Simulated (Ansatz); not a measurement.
Rocksalt LiF (r2SCAN geometry), in Ansatz:

```xyz
2
Lattice="0.0000 1.9949 1.9949 1.9949 0.0000 1.9949 1.9949 1.9949 0.0000" Properties=species:S:1:pos:R:3 pbc="T T T"
Li    0.0000    0.0000    0.0000
F     1.9949    1.9949    1.9949
```

G0W0@PBE with 87 empty bands, a screening cutoff of 180 eV and an 8×8×8 mesh (PAW, contour deformation) gives 13.667 eV over the mesh points, from a PBE gap of 9.348 eV; it sums over 92 bands with 89 plane waves in the screening and a wave cutoff of 420 eV. G0W0 here is at a finite number of bands, screening cutoff and k mesh, not at the basis limit. Calculated for a static, non-magnetic cell.

Problem. Estimate the gap with starting point HSE06.

Solution. 14.650 eV (+0.983 eV), from a Kohn-Sham gap of 11.675 eV.

Problem. Another run gave a Kohn-Sham gap of 10.330 eV and a G0W0 gap of 14.176 eV, summing over 92 bands with 89 plane waves in the screening and a wave cutoff of 500 eV. What was changed?

Solution. Starting point r2SCAN, with them a wave cutoff of 500 eV. The Kohn-Sham gap has moved while bands and screening basis stay; the higher wave cutoff is that of a meta-GGA.
